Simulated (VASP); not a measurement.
Wanted: the native input for a VASP 6.6.1 run.

```yaml
Task: atomic charges
Functional: LDA
Potentials_or_basis: VASP PAW LDA potentials, release 64 (Pt, Se)
Cutoff: 520 eV
k_mesh: 8 × 8 × 8
Occupations: gaussian, width 0.02 eV
Spin: no spin polarisation
Further_INCAR_settings: ALGO = Fast; EDIFF = 1e-06
```

The structure of PtSe lies in POSCAR:

```
PtSe
1.0
    0.0000000000      3.0374472300      3.0374472300
    3.0374472300      0.0000000000      3.0374472300
    3.0374472300      3.0374472300      0.0000000000
Pt Se
1 1
Direct
    0.0000000000      0.0000000000      0.0000000000
    0.2500000000      0.2500000000      0.2500000000
```

The cell comes from a database or a generator and needn't be the stable form of this composition.

These files were run (other wordings do the same):

INCAR

```
SYSTEM = PtSe
ALGO = Fast
EDIFF = 1E-6
ENCUT = 520
GGA = CA
ISIF = 2
ISMEAR = 0
LASPH = .TRUE.
LCHARG = .TRUE.
LELF = .TRUE.
LORBIT = 11
LREAL = .FALSE.
LVHAR = .TRUE.
LWAVE = .FALSE.
NELM = 80
PREC = Accurate
SIGMA = 0.02
```

KPOINTS

```
k-points
0
G
  8 8 8
  0 0 0
```

Potentials or basis: VASP PAW LDA potentials, release 64 (Pt, Se).

The run is started by

```bash
$ cat potpaw_LDA.64/Pt/POTCAR potpaw_LDA.64/Se/POTCAR > POTCAR
$ mpirun -np 1 vasp_std > vasp.out
```

Results of the run:

- Pressure: -16.0 GPa
- Band gap on the k mesh: none (metal or under the smearing width)
- Valence electrons inside the program's atomic spheres: Pt 8.96; Se 3.65

Caveat: so large a pressure means that the cell lies far from this level's equilibrium, or that cutoff or potentials fall short.

Wall time 17 s on 1 thread of AMD EPYC 7R43 64-Core Processor (Zen 3), on a shared host, peak memory 0.13 GiB.
